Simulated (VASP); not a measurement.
Input of a VASP 6.6.1 run:

The input INCAR:

```
PREC     = Accurate       # precision mode
ENCUT    = 750            # plane-wave cutoff, eV
EDIFF    = 1E-8           # SCF threshold, eV
ISMEAR   = 0              # smearing method
SIGMA    = 0.05           # smearing width, eV
LREAL    = False          # projectors in reciprocal space
LASPH    = True           # aspherical terms in the spheres
NELM     = 120            # most SCF steps
ALGO     = Normal         # electronic algorithm
ISIF     = 2              # what is computed and relaxed
LWAVE    = False          # write WAVECAR
LCHARG   = False          # write CHGCAR
LDIPOL   = True         
IDIPOL   = 3            
DIPOL    = 0.5 0.5 0.500
GGA      = CA             # functional
NBANDS   = 24             # bands
LVHAR    = True         
LVACPOTAV= True
```

Contents of KPOINTS:

```
regular mesh
0
Gamma
  13 13 1
```

File POSCAR:

```
WS2
1.0
    3.1835163600      0.0000000000      0.0000000000
   -1.5917581800      2.7570060400      0.0000000000
    0.0000000000      0.0000000000     25.1189236211
S W
2 1
Direct
    0.3333333333      0.6666666667      0.4379168537
    0.3333333333      0.6666666667      0.5620831463
    0.0000000000      0.0000000000      0.5000000000
```

Potentials or basis: VASP PAW LDA potentials, release 64 (S, W_sv).

Run with:

```bash
$ cat potpaw_LDA.64/S/POTCAR potpaw_LDA.64/W_sv/POTCAR > POTCAR
$ mpirun -np 1 vasp_std > vasp.out
```

Task: Predict the band gap on the k mesh.

Result: 1.91 eV, indirect (least direct gap 2.01 eV).

Task: What does it give for the largest force?

Result: 0.359 eV/Å.

Forces in eV/Å, atoms in the order of the input:
```
S    0.000  0.000  0.359
S    0.000  0.000 -0.359
W    0.000  0.000  0.000
```

Caveat: spin-orbit coupling is left out, which moves the levels of the heavy elements.
